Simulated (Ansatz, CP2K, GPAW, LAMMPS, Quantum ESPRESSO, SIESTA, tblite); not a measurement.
## SIESTA on free surface of aqueous Ca2+ and SO4 2-, 6.5 mol of salt per kg of water at 360 K (189 atoms): settings against a plane-wave reference

How do the settings of SIESTA change the result for free surface of aqueous Ca2+ and SO4 2-, 6.5 mol of salt per kg of water at 360 K (189 atoms)? A plane-wave run serves as the yardstick.

Calculated with SIESTA 5.4.2; the method is named at each step.

## 1. Set-up

The cell holds 189 atoms: 75 O, 6 S, 102 H and 6 Ca. Its edges and angles: a = 10.669 Å, b = 10.669 Å, c = 25.709 Å, α = 90.0°, β = 90.0°, γ = 90.0°. 51 H2O, 6 Ca2+, 6 SO4 2- placed at random, at 1.85 g/cm³, as a film with 12 Å of vacuum; overlaps pushed apart, then 10 ps at 400 K with divalent ions of Li, Roberts, Chakravorty and Merz (J. Chem. Theory Comput. 9, 2733 (2013)); MMFF94 bonds, angles, torsions, charges and radii (Halgren, J. Comput. Chem. 17, 490 (1996)) in harmonic and 12-6 forms; SPC/E water (Berendsen, Grigera and Straatsma, J. Phys. Chem. 91, 6269 (1987)); charges of ions scaled by 0.85. Snapshot after 20 ps at 360 K and fixed volume. Vacuum lies along c.

The yardstick, on the same geometry:

* method: Kohn-Sham DFT, PBE, SSSP efficiency 1.3.0 pseudopotentials, plane waves (Quantum ESPRESSO 7.5); sssp-pbe-1.3.0-efficiency, cutoffs 60/480 Ry, Γ point
* r.m.s. force component: 0.9757 eV/Å
* longest force: 7.064 eV/Å
* gap (highest filled to lowest empty level): 4.004 eV
* time: 24 min on 4 MPI ranks of Arm Neoverse V1, shared host
* CPU time: 1.6 h

## 2. PBE, DZP, shift 0.01 Ry, mesh 500 Ry

Method: Kohn-Sham DFT, PBE, PseudoDojo 0.4.1 norm-conserving pseudopotentials (converted to PSML), numerical atomic orbitals (DZP), diagonalisation.

The .psml files are PseudoDojo norm-conserving potentials that we converted to this format, checked against plane waves on the same files for H, C, O, Si, Ge and Ca alone.

input.fdf

```
SystemLabel cell
NumberOfAtoms 189
NumberOfSpecies 4
%block ChemicalSpeciesLabel
  1 8 O
  2 16 S
  3 1 H
  4 20 Ca
%endblock ChemicalSpeciesLabel
LatticeConstant 1.0 Ang
%block LatticeVectors
  10.66860 0.00000 0.00000
  0.00000 10.66860 0.00000
  0.00000 0.00000 25.70910
%endblock LatticeVectors
PAO.BasisSize DZP
PAO.EnergyShift 0.01 Ry
XC.Functional GGA
XC.Authors PBE
MeshCutoff 500 Ry
%block kgrid_Monkhorst_Pack
  1 0 0 0.0
  0 1 0 0.0
  0 0 1 0.0
%endblock kgrid_Monkhorst_Pack
SolutionMethod diagon
OccupationFunction FD
ElectronicTemperature 580 K
SCF.Mixer.Method Pulay
SCF.Mixer.Weight 0.15
SCF.Mixer.History 8
SCF.Mix Hamiltonian
MaxSCFIterations 300
SCF.DM.Tolerance 1e-04
SCF.H.Tolerance 1.0e-3 eV
WriteForces T
Write.HirshfeldPop T
Write.VoronoiPop T
Write.DM F
Write.H F
XML.Write F
AtomicCoordinatesFormat Fractional
%block AtomicCoordinatesAndAtomicSpecies
  0.79906 0.98003 0.43675 1
  0.81117 0.91651 0.48782 2
  0.77516 0.99744 0.52861 1
  0.73518 0.80646 0.49216 1
  0.93681 0.87090 0.49408 1
  0.77744 0.76646 0.30890 1
  0.70379 0.65387 0.30459 2
  0.69182 0.59554 0.35568 1
  0.58093 0.67866 0.28308 1
  0.76386 0.56534 0.27286 1
  0.86841 0.21778 0.70883 1
  0.98474 0.22759 0.68190 2
  0.01927 0.10545 0.65797 1
  0.97980 0.32579 0.64597 1
  0.08468 0.25453 0.71841 1
  0.37764 0.44528 0.48082 1
  0.48516 0.46727 0.51381 2
  0.57712 0.54177 0.48534 1
  0.43857 0.53044 0.56144 1
  0.53939 0.35360 0.53312 1
  0.89548 0.12443 0.26736 1
  0.01706 0.13398 0.29060 2
  0.11395 0.17641 0.25602 1
  0.02250 0.22650 0.32982 1
  0.05913 0.02641 0.31888 1
  0.48367 0.27606 0.27790 1
  0.43444 0.29182 0.32912 2
  0.49541 0.19647 0.36051 1
  0.46936 0.41319 0.34947 1
  0.29989 0.26512 0.33281 1
  0.09389 0.53956 0.65899 1
  0.18668 0.52912 0.65562 3
  0.05165 0.45749 0.65222 3
  0.92547 0.20331 0.43341 1
  0.88789 0.11832 0.43850 3
  0.88321 0.26466 0.45701 3
  0.50416 0.95086 0.26764 1
  0.42278 0.96839 0.24977 3
  0.51838 0.85828 0.26908 3
  0.05988 0.72709 0.56450 1
  0.15127 0.72348 0.55599 3
  0.01583 0.78082 0.53839 3
  0.08217 0.73603 0.38670 1
  0.07036 0.80953 0.36306 3
  0.99938 0.71072 0.40161 3
  0.84943 0.65819 0.42784 1
  0.78723 0.63568 0.40028 3
  0.80484 0.69715 0.45799 3
  0.28687 0.11920 0.72622 1
  0.22029 0.18256 0.71860 3
  0.25762 0.06202 0.75455 3
  0.16451 0.07035 0.58141 1
  0.24552 0.11710 0.58393 3
  0.11600 0.08144 0.61437 3
  0.65522 0.39887 0.22295 1
  0.69422 0.46508 0.24522 3
[... 129 atom lines left out ...]
  0.67196 0.14458 0.28062 4
  0.48582 0.59020 0.39823 4
  0.15832 0.13058 0.39630 4
  0.68676 0.20125 0.55172 4
%endblock AtomicCoordinatesAndAtomicSpecies
```

The run is started by

```console
$ OMP_NUM_THREADS=1 mpirun -np 4 siesta < input.fdf > output.txt
```

The log of the run:

```text
Version         : 5.4.2
reinit: System Name:
reinit: System Label: cell
initatom: Reading input for the pseudopotentials and atomic orbitals ----------
Species number:   1 Atomic number:    8 Label: O
Species number:   2 Atomic number:   16 Label: S
Species number:   3 Atomic number:    1 Label: H
Species number:   4 Atomic number:   20 Label: Ca
Ground state valence configuration (from tables):   2s02  2p04  3d00  4f00
Ground state valence configuration (from tables):   3s02  3p04  3d00  4f00
Ground state valence configuration (from tables):   1s01  2p00  3d00  4f00
Ground state valence configuration (from tables):   4s02  4p00  3d00  4f00
---- Processing specs for species: O
GGA--PBE XC_GGA_X_PBE--XC_GGA_C_PBE pb
---- Processing specs for species: S
GGA--PBE XC_GGA_X_PBE--XC_GGA_C_PBE pb
---- Processing specs for species: H
GGA--PBE XC_GGA_X_PBE--XC_GGA_C_PBE pb
---- Processing specs for species: Ca
GGA--PBE XC_GGA_X_PBE--XC_GGA_C_PBE pb
Semicore shell(s) with  8 electrons included in the valence for Ca
Semicore shell(s): 3s 3p
Fallback to non-perturbative polarization scheme for Ca
Please see the manual if this is not desired in principle
O pseudopotential only contains V_ls up to l=2 -- lmxkb reset.
S pseudopotential only contains V_ls up to l=2 -- lmxkb reset.
H pseudopotential only contains V_ls up to l=1 -- lmxkb reset.
Using PAO.SplitTailNorm
%block ChemicalSpeciesLabel
    1    8 O                       # Species index, atomic number, species label
    2   16 S                       # Species index, atomic number, species label
    3    1 H                       # Species index, atomic number, species label
    4   20 Ca                      # Species index, atomic number, species label
%endblock ChemicalSpeciesLabel
%block PAO.Basis                 # Define Basis set
O                     2                    # Species label, number of l-shells
 n=2   0   2                         # n, l, Nzeta
   3.532      2.299
   1.000      1.000
[... lines left out ...]
Total number of electrons:   648.000000
[... lines left out ...]
outcell: Cell angles (23,13,12) (deg):     90.0000     90.0000     90.0000
outcell: Cell volume (Ang**3)        :   2926.1847
Gamma-point calculation with multiply-connected orbital pairs
Gamma-point calculation with multiply-connected orbital pairs
Folding of H and S implicitly performed
Folding of H and S implicitly performed
new_DM -- step:     1
Initializing Density Matrix...
Attempting to read DM from file... Failed...
DM filled with atomic data:
InitMesh: MESH = 144 x 144 x 360 = 7464960
InitMesh: Mesh cutoff (required, used) =   500.000   503.515 Ry
stepf: Fermi-Dirac step function
        iscf     Eharris(eV)        E_KS(eV)     FreeEng(eV)     dDmax    Ef(eV) dHmax(eV)
   scf:    1   -43346.738302   -43420.805627   -43420.805627  1.861523 -5.691582  9.079352
   scf:    2   -43495.123992   -43460.878510   -43460.878510  0.076591 -6.132103  5.793018
   scf:    3   -43491.751879   -43485.699338   -43485.699338  0.132023 -4.246274  1.272439
[...]
scf:   10   -43486.220345   -43486.220332   -43486.220332  0.000173 -3.392366  0.001731
   scf:   11   -43486.220333   -43486.220333   -43486.220333  0.000053 -3.391527  0.000497
SCF Convergence by DM+H criterion
max |DM_out - DM_in|         :     0.0000527024
max |H_out - H_in|      (eV) :     0.0004966938
SCF cycle converged after 11 iterations
Using DM_out to compute the final energy and forces
siesta: E_KS(eV) =           -43486.2203
siesta: E_KS - E_eggbox =    -43486.2203
siesta: Atomic forces (eV/Ang):
     1    0.133984    0.158552   -0.750219
     2    1.382598    0.175551   -2.260369
     3   -1.346297    3.941039    3.868043
[...]
188   -0.189833    0.425466    0.553283
   189    0.638480    0.158453   -0.113212
----------------------------------------
   Tot   -0.005517   -0.013357    0.023788
----------------------------------------
   Max    6.409453
   Res    1.069040    sqrt( Sum f_i^2 / 3N )
----------------------------------------
   Max    6.409453    constrained
Stress tensor Voigt[x,y,z,yz,xz,xy] (kbar):      -20.75      -14.64      -16.76       -5.48        0.77        0.45
(Free)E + p*V (eV/cell)   -43454.4740
Target enthalpy (eV/cell)   -43486.2203
siesta: Program's energy decomposition (eV):
siesta: Ebs     =     -9843.179396
siesta: Eions   =     65527.765322
siesta: Ena     =     11016.023773
siesta: Ekin    =     27292.243924
siesta: Enl     =     -4892.728104
siesta: DEna    =      -119.992711
siesta: DUscf   =        44.479207
siesta: Ex      =    -10556.397786
siesta: Ec      =      -742.083313
siesta: Exc     =    -11298.481099
siesta: Eharris =    -43486.220333
siesta: Etot    =    -43486.220333
siesta: FreeEng =    -43486.220333
siesta: Final energy (eV):
siesta:  Band Struct. =   -9843.179396
siesta:       Kinetic =   27292.243924
siesta:       Hartree =  128263.815808
siesta:         Exch. =  -10556.397786
siesta:         Corr. =    -742.083313
siesta:   Exch.-corr. =  -11298.481099
siesta:  Ion-electron = -281139.948839
siesta:       Ion-ion =   93396.149872
siesta:         Total =  -43486.220333
siesta:         Fermi =      -3.391527
siesta: Stress tensor (static) (eV/Ang**3):
siesta:    -0.012948    0.000282    0.000481
siesta:     0.000282   -0.009140   -0.003423
siesta:     0.000481   -0.003423   -0.010459
siesta: Cell volume =       2926.184720 Ang**3
siesta: Pressure (static):
siesta:                Solid            Molecule  Units
siesta:           0.00011816          0.00004086  Ry/Bohr**3
siesta:           0.01084904          0.00375114  eV/Ang**3
siesta:          17.38207430          6.00999021  kBar
    Orbital volume contribution        =          49.358542 eV
    (Free)E + p_basis*V_orbitals       =      -43436.861791 eV
    (Free)Eharris+ p_basis*V_orbitals  =      -43436.861791 eV
siesta: Electric dipole (a.u.)  =   -0.000000    0.000000    0.660257
siesta: Electric dipole (Debye) =   -0.000000    0.000000    1.678205
Hirshfeld Atomic Populations:
Atom #   charge [q] valence [e]  Species
     1    -0.139956    6.139956  O
     2     0.470208    5.529792  S
     3    -0.188239    6.188239  O
     4    -0.146192    6.146192  O
[...]
7     0.457991    5.542009  S
[...]
12     0.455726    5.544274  S
[...]
32     0.059666    0.940334  H
    33     0.058026    0.941974  H
[...]
35     0.070524    0.929476  H
[...]
184     0.467932    9.532068  Ca
   185     0.514856    9.485144  Ca
   186     0.470679    9.529321  Ca
[...]
--------------------
 Total     0.000003
Voronoi Atomic Populations:
Atom #   charge [q] valence [e]  Species
[...]
22     0.562333    5.437667  S
[...]
27     0.568177    5.431823  S
[...]
178    -0.148839    6.148839  O
[...]
181    -0.171047    6.171047  O
   182     0.125133    0.874867  H
   183     0.103320    0.896680  H
[...]
188     0.375030    9.624970  Ca
   189     0.354393    9.645607  Ca
--------------------
 Total     0.000003
```

The job ended after 88 s (4 MPI ranks of Arm Neoverse V1, shared host; peak memory 3.2 GiB; 5.9 min of CPU time).

Banners, paths, timers and routine set-up lines are dropped from the logs unmarked, and long logs keep their key lines alone; longer cuts are marked.

Numbers from this run, and their distance from the reference:

* r.m.s. force component: 1.069 eV/Å
* r.m.s. difference of force components: 256.2 meV/Å
* longest difference of force vectors: 1102 meV/Å
* force difference over r.m.s. force: 26.25 %
* slope of forces against the reference's: 1.066
* correlation of force components: 0.9727
* gap (highest filled to lowest empty level): 4.436 eV
* gap difference: 0.4319 eV

This run lies far from the reference in forces at the same functional.

Length of the force difference by element (eV/Å):

| element | atoms | mean | most |
| --- | --- | --- | --- |
| Ca | 6 | 0.25 | 0.32 |
| H | 102 | 0.36 | 0.53 |
| O | 75 | 0.49 | 1.1 |
| S | 6 | 0.22 | 0.41 |

Levels nearest the highest filled one (eV from it): -0.68, -0.63, -0.60, -0.54, -0.49, -0.49, -0.43, -0.39, -0.36, -0.15, -0.11, 0.00, 4.44, 4.72, 5.23, 5.58, 5.72, 5.83, 6.01, 6.16, 6.27, 6.34, 6.37, 6.46.

Local excerpt of 13 atoms (numbers count through the whole input) about O24, which bears the longest force; x, y, z are measured from there.

| atom | x | y | z | distance (Å) | bonds | Hirshfeld charge (e) | Fx | Fy | Fz (eV/Å) |
| --- | --- | --- | --- | --- | --- | --- | --- | --- | --- |
| O24 | 0.00 | 0.00 | 0.00 | 0.00 | 3 | -0.25 | -0.97 | 6.14 | 5.29 |
| S22 | -0.06 | -0.99 | -1.01 | 1.41 | 4 | 0.42 | -0.05 | 0.42 | -0.39 |
| O25 | 0.39 | -2.13 | -0.28 | 2.19 | 2 | -0.23 | 1.05 | -6.41 | 1.63 |
| O23 | 0.98 | -0.53 | -1.90 | 2.20 | 2 | -0.26 | 3.20 | 0.40 | -4.99 |
| O21 | -1.36 | -1.09 | -1.61 | 2.37 | 2 | -0.21 | -2.72 | -0.64 | -1.92 |
| Ca188 | 1.45 | -1.02 | 1.71 | 2.46 | 8 | 0.52 | -0.19 | 0.43 | 0.55 |
| H114 | -2.16 | 0.86 | 0.92 | 2.51 | 1 | 0.11 | -0.36 | 0.01 | -0.52 |
| Ca185 | 1.24 | 1.77 | -1.36 | 2.56 | 7 | 0.51 | 0.18 | -0.09 | 0.66 |
| O34 | -1.04 | -0.25 | 2.66 | 2.87 | 3 | -0.21 | 0.29 | 0.11 | -0.19 |
| H129 | 0.79 | 2.28 | 1.72 | 2.96 | 1 | 0.09 | 0.39 | 0.21 | -0.03 |
| O30 | 2.96 | 0.41 | 0.08 | 2.99 | 3 | -0.24 | -3.07 | 0.47 | -0.62 |
| O112 | -2.83 | 0.99 | 0.19 | 3.00 | 3 | -0.19 | 0.12 | 0.46 | -0.10 |
| O127 | 0.98 | 2.79 | 0.88 | 3.09 | 3 | -0.22 | -0.10 | 0.06 | -0.56 |

Forces lie 26 % from the reference's, at 0.062 times its CPU time.

## 3. PBE, SZ, shift 0.02 Ry, mesh 500 Ry

Method: Kohn-Sham DFT, PBE, PseudoDojo 0.4.1 norm-conserving pseudopotentials (converted to PSML), numerical atomic orbitals (SZ), diagonalisation.

Changes to input.fdf since step 2:

```diff
@@ -15,4 +15,4 @@
 %endblock LatticeVectors
-PAO.BasisSize DZP
-PAO.EnergyShift 0.01 Ry
+PAO.BasisSize SZ
+PAO.EnergyShift 0.02 Ry
 XC.Functional GGA
```

The run is started by

```console
$ OMP_NUM_THREADS=1 siesta < input.fdf > output.txt
```

The log of the run:

```text
Version         : 5.4.2
reinit: System Name:
reinit: System Label: cell
initatom: Reading input for the pseudopotentials and atomic orbitals ----------
Species number:   1 Atomic number:    8 Label: O
Species number:   2 Atomic number:   16 Label: S
Species number:   3 Atomic number:    1 Label: H
Species number:   4 Atomic number:   20 Label: Ca
Ground state valence configuration (from tables):   2s02  2p04  3d00  4f00
Ground state valence configuration (from tables):   3s02  3p04  3d00  4f00
[... lines left out ...]
SCF Convergence by DM+H criterion
[... lines left out ...]
SCF cycle converged after 12 iterations
[... lines left out ...]
   Max   18.117961
[... lines left out ...]
   Max   18.117961    constrained
Stress tensor Voigt[x,y,z,yz,xz,xy] (kbar):     -133.06     -139.45     -128.45       -0.71       -0.66       -0.81
[... lines left out ...]
siesta: FreeEng =    -43130.912084
[... lines left out ...]
siesta:         Fermi =      -0.743585
[... lines left out ...]
siesta:         133.65319219         88.13690696  kBar
[... lines left out ...]
    (Free)E + p_basis*V_orbitals       =      -43114.107450 eV
    (Free)Eharris+ p_basis*V_orbitals  =      -43114.107450 eV
siesta: Electric dipole (a.u.)  =    0.000000    0.000000    1.609275
siesta: Electric dipole (Debye) =    0.000000    0.000000    4.090369
Hirshfeld Atomic Populations:
Atom #   charge [q] valence [e]  Species
     1    -0.260043    6.260043  O
     2     0.844385    5.155615  S
     3    -0.289324    6.289324  O
     4    -0.262271    6.262271  O
[...]
7     0.846383    5.153617  S
[...]
12     0.838876    5.161124  S
[...]
32     0.074848    0.925152  H
    33     0.069812    0.930188  H
[...]
35     0.082956    0.917044  H
[...]
184     0.625901    9.374099  Ca
   185     0.681227    9.318773  Ca
   186     0.627674    9.372326  Ca
[...]
--------------------
 Total     0.000005
Voronoi Atomic Populations:
Atom #   charge [q] valence [e]  Species
[...]
22     0.841987    5.158013  S
[...]
27     0.836044    5.163956  S
[...]
178    -0.247779    6.247779  O
[...]
181    -0.272699    6.272699  O
   182     0.172681    0.827319  H
   183     0.159699    0.840301  H
[...]
188     0.415229    9.584771  Ca
   189     0.397146    9.602854  Ca
--------------------
 Total     0.000005
```

Run time: 2 min. Hardware: 1 thread; peak memory 1.2 GiB.

Numbers from this run, and their distance from the reference:

```yaml
r_m_s_force_component: 4.233 eV/Å
r_m_s_difference_of_force_components: 3798 meV/Å
longest_difference_of_force_vectors: 15470 meV/Å
force_difference_over_r_m_s_force: 389.2 %
slope_of_forces_against_the_reference_s: 2.336
correlation_of_force_components: 0.5384
spacing_of_highest_filled_and_lowest_empty_level: 3.508 eV
gap_difference: -0.4964 eV
```

This is a coarse setting, run to see what it loses.

Against the first run (26 %), the force difference from the reference is 389 %, at 0.34 times the CPU time (on 1 against 4 cores).

## 4. VdW-DF, PBE potentials, DZP, shift 0.01 Ry, mesh 500 Ry

Method: Kohn-Sham DFT, vdW-DF, PseudoDojo 0.4.1 norm-conserving pseudopotentials (converted to PSML), numerical atomic orbitals (DZP), diagonalisation.

Changes to input.fdf since step 3:

```diff
@@ -15,6 +15,6 @@
 %endblock LatticeVectors
-PAO.BasisSize SZ
-PAO.EnergyShift 0.02 Ry
-XC.Functional GGA
-XC.Authors PBE
+PAO.BasisSize DZP
+PAO.EnergyShift 0.01 Ry
+XC.Functional VDW
+XC.Authors DRSLL
 MeshCutoff 500 Ry
```

The run is started by

```console
$ OMP_NUM_THREADS=1 mpirun -np 4 siesta < input.fdf > output.txt
```

The log of the run:

```text
Version         : 5.4.2
reinit: System Name:
reinit: System Label: cell
initatom: Reading input for the pseudopotentials and atomic orbitals ----------
Species number:   1 Atomic number:    8 Label: O
Species number:   2 Atomic number:   16 Label: S
Species number:   3 Atomic number:    1 Label: H
Species number:   4 Atomic number:   20 Label: Ca
Ground state valence configuration (from tables):   2s02  2p04  3d00  4f00
Ground state valence configuration (from tables):   3s02  3p04  3d00  4f00
Ground state valence configuration (from tables):   1s01  2p00  3d00  4f00
Ground state valence configuration (from tables):   4s02  4p00  3d00  4f00
---- Processing specs for species: O
GGA--PBE XC_GGA_X_PBE--XC_GGA_C_PBE pb
---- Processing specs for species: S
[... lines left out ...]
stepf: Fermi-Dirac step function
        iscf     Eharris(eV)        E_KS(eV)     FreeEng(eV)     dDmax    Ef(eV) dHmax(eV)
[... lines left out ...]
SCF Convergence by DM+H criterion
[... lines left out ...]
SCF cycle converged after 11 iterations
[... lines left out ...]
   Max    6.605105
[... lines left out ...]
   Max    6.605105    constrained
Stress tensor Voigt[x,y,z,yz,xz,xy] (kbar):      -28.41      -20.61      -23.57       -5.61        0.25        0.27
[... lines left out ...]
siesta: FreeEng =    -43795.493904
[... lines left out ...]
siesta:         Fermi =      -3.802274
siesta: Stress tensor (static) (eV/Ang**3):
siesta:    -0.017731    0.000169    0.000153
siesta:     0.000169   -0.012866   -0.003503
siesta:     0.000153   -0.003503   -0.014710
siesta: Cell volume =       2926.184720 Ang**3
siesta: Pressure (static):
siesta:                Solid            Molecule  Units
siesta:           0.00016448          0.00006803  Ry/Bohr**3
siesta:           0.01510223          0.00624587  eV/Ang**3
siesta:          24.19644676         10.00698498  kBar
    Orbital volume contribution        =          49.073890 eV
    (Free)E + p_basis*V_orbitals       =      -43746.420014 eV
    (Free)Eharris+ p_basis*V_orbitals  =      -43746.420014 eV
siesta: Electric dipole (a.u.)  =   -0.000000    0.000000    0.593148
siesta: Electric dipole (Debye) =   -0.000000    0.000000    1.507632
Hirshfeld Atomic Populations:
Atom #   charge [q] valence [e]  Species
     1    -0.153594    6.153594  O
     2     0.487010    5.512990  S
     3    -0.199792    6.199792  O
     4    -0.158123    6.158123  O
[...]
7     0.474555    5.525445  S
[...]
12     0.471960    5.528040  S
[...]
32     0.061936    0.938064  H
    33     0.059675    0.940325  H
[...]
35     0.072751    0.927249  H
[...]
184     0.480778    9.519222  Ca
   185     0.523387    9.476613  Ca
   186     0.485098    9.514902  Ca
[...]
--------------------
 Total     0.000014
Voronoi Atomic Populations:
Atom #   charge [q] valence [e]  Species
[...]
22     0.585660    5.414340  S
[...]
27     0.592697    5.407303  S
[...]
178    -0.149974    6.149974  O
[...]
181    -0.170244    6.170244  O
   182     0.121067    0.878933  H
   183     0.104414    0.895586  H
[...]
188     0.392412    9.607588  Ca
   189     0.371486    9.628514  Ca
--------------------
 Total     0.000014
```

Elapsed: 7.5 min, on 4 MPI ranks; peak memory 5.6 GiB.

Against the reference:

* r.m.s. force component: 1.117 eV/Å
* r.m.s. difference of force components: 256.2 meV/Å
* longest difference of force vectors: 1452 meV/Å
* force difference over r.m.s. force: 26.26 %
* slope of forces against the reference's: 1.121
* correlation of force components: 0.9791
* gap (highest filled to lowest empty level): 4.463 eV
* gap difference: 0.459 eV

Against the first run (26 %), the force difference from the reference is 26 %, at 5.1 times the CPU time; the model has changed, so this is no error of the program alone.

(Continued in part 2 of 2.)

[Also dropped from logs without a mark: logging warnings of Python, and SIESTA's first energy breakdown and zero terms.]

[Logs are printed without paths, hosts, clocks, repeated set-up lines and the standing remarks that a program may print on its own settings, such as how far it seeks lower states.]

[Hosts, paths, dates, database ids (printed as entryN), source tags and the programs' standing remarks are cut or masked in the printed files.]

[The MMFF94 radii named for the starting cell were scaled by 0.96; in molecules described by MMFF94, hydrogen bound to N, O or S took a small fixed 12-6 site in their place.]
